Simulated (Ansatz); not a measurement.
# Ansatz 0.2.0, single run: ZrO$_{2}$

input.yaml:

```yaml
crystal:
  lattice:
    - [0.0, 2.57904097, 2.57904097]
    - [2.57904097, 0.0, 2.57904097]
    - [2.57904097, 2.57904097, 0.0]
  atoms:
    - { symbol: Zr, position: [0.0, 0.0, 0.0] }
    - { symbol: O, position: [0.25, 0.25, 0.25] }
    - { symbol: O, position: [0.75, 0.75, 0.75] }
  symmetry: { tolerance: 0.0003 }
kpoints:
  mp_grid: { grid: [6, 6, 6], shift: [0, 0, 0] }
magnetization:
  noncollinear: true
  spin_orbit: true
scf:
  occupations: { method: methfessel_paxton, width: 0.0199 }
hamiltonian:
  pseudopotentials: { kind: paw_fr }
  xc: r2scan
basis:
  ecutwfc: 500
output:
  forces: true
  stress: true
  eigenvalues: true
```

Launch command:

```bash
ansatz run input.yaml --threads 1 --pin off --max-ram 2560MiB --backend cpu --events-out ev --progress --plain --runs-dir out
```

Origin of the cell: a database entry, scaled a little.

Output (shortened):

```
SCF iter   1: F=—  HF=-5332.815017 eV  Δρ=6.23e-2  dr2=1.42e0  dr2_τ=7.46e-2  dr2_m=0.00e0 (ungated)  |M|=0.00e0 ∫|m|=0.00e0 μB
SCF iter   2: F=—  HF=-5332.784548 eV  S|Δr|=    0.00e0  Δρ=3.89e-2  dr2=2.95e-1  dr2_τ=1.57e-2  dr2_m=0.00e0 (ungated)  |M|=0.00e0 ∫|m|=0.00e0 μB  defer=60
SCF iter   3: F=—  HF=-5332.902549 eV  S|Δr|=    0.00e0  Δρ=2.01e-2  dr2=8.29e-2  dr2_τ=2.02e-3  dr2_m=0.00e0 (ungated)  |M|=0.00e0 ∫|m|=0.00e0 μB  defer=60
SCF iter   4: F=—  HF=-5332.936073 eV  S|Δr|=    0.00e0  Δρ=2.79e-3  dr2=1.34e-3  dr2_τ=9.01e-5  dr2_m=0.00e0 (ungated)  |M|=0.00e0 ∫|m|=0.00e0 μB  defer=60
SCF iter   5: F=—  HF=-5332.936147 eV  S|Δr|=    0.00e0  Δρ=4.57e-4  dr2=4.33e-5  dr2_τ=1.93e-6  dr2_m=0.00e0 (ungated)  |M|=0.00e0 ∫|m|=0.00e0 μB  defer=60
SCF iter   6: F=—  HF=-5332.936157 eV  S|Δr|=    0.00e0  Δρ=8.05e-5  dr2=1.57e-6  dr2_τ=8.68e-8  dr2_m=0.00e0 (ungated)  |M|=0.00e0 ∫|m|=0.00e0 μB  defer=60
SCF iter   7: F=-5332.936157 eV  HF=-5332.936157 eV  S|Δr|=    0.00e0  Δρ=1.35e-5  dr2=4.35e-8  dr2_τ=1.22e-9  dr2_m=0.00e0 (ungated)  |M|=0.00e0 ∫|m|=0.00e0 μB
SCF 1 converged in 7 iterations: F = -5332.936157 eV  dr2 = 4.35e-8
SCF converged after 7 iterations
Stability not checked: this state was not tested for a lower state beside it, because cold or Methfessel-Paxton smearing, or corrected tetrahedra, fill the levels in a way that the test cannot read (fill_not_monotonic; […]
Magnetization: |M| = 0.0000 μB,  M = (+0.0000, +0.0000, +0.0000) μB
Absolute magnetization: 0.0000 μB (∫|m|)
  site 0: m = (+0.0000, +0.0000, +0.0000) μB, |m| = 0.0000 μB  (R = 0.92 Å)
  site 1: m = (+0.0000, +0.0000, +0.0000) μB, |m| = 0.0000 μB  (R = 0.92 Å)
  site 2: m = (+0.0000, +0.0000, +0.0000) μB, |m| = 0.0000 μB  (R = 0.92 Å)
Free energy (F): -5332.936157 eV
Harris-Foulkes:  -5332.936157 eV  (|F-HF|=2.44e-8)
Internal energy: -5332.936157 eV  (E = F + TS)
E sigma→0 (E₀):  -5332.936157 eV
Fermi energy:    13.084021 eV
--- Per-component energies (eV) ---
  E_band       = -95.767201
  E_kinetic    = 685.582495
  E_local      = -1170.100175  (includes V_loc(G=0)·N_el)
  E_nonlocal   = 169.161807
  E_hartree    = 385.588752
  E_xc         = -304.720812
  E_vxc        = -425.050649  (∫ρ·V_xc dr)
  E_paw        = -3283.989119  (= ΣΔE_a)
  E_vpaw       = -152.347476  (= ΣTr[D̂ρ^β])
  E_aug_tail   = 0.002290  (compensation charges beyond the density's cutoff)
  E_vtau       = 25.803493  (kinetic-family band-sum trace: ∫τ·v_τ [+ j·A + Jᵃ·Aᵃ] dr)
  E_ewald      = -1814.232338
  E_core_change = -0.229058  (= ΣΔE_core)
  E_smearing   = -0.000000  (= −TS)
  Σ components = -5332.936157   (vs F -5332.936157, Δ=0.00e0)
--- Forces (eV/Å), atoms counted from 1 ---
  atom   1  Zr     0.000000     0.000000     0.000000
  atom   2  O      0.000000     0.000000    -0.000000
  atom   3  O      0.000000     0.000000     0.000000
  max |Σ_I F_I| component: 6.36e-18 eV/Å
--- Stress (GPa, compression-positive) ---
       -9.517686      -0.000000      -0.000000
       -0.000000      -9.517686       0.000000
       -0.000000       0.000000      -9.517686
  P = ⅓ Tr σ = -9.5177 GPa (-95.177 kbar)
```

The run took 7.4 s on 1 thread of Arm Neoverse V2, with other jobs on the host, peak memory 0.48 GiB, from the program's own first density.
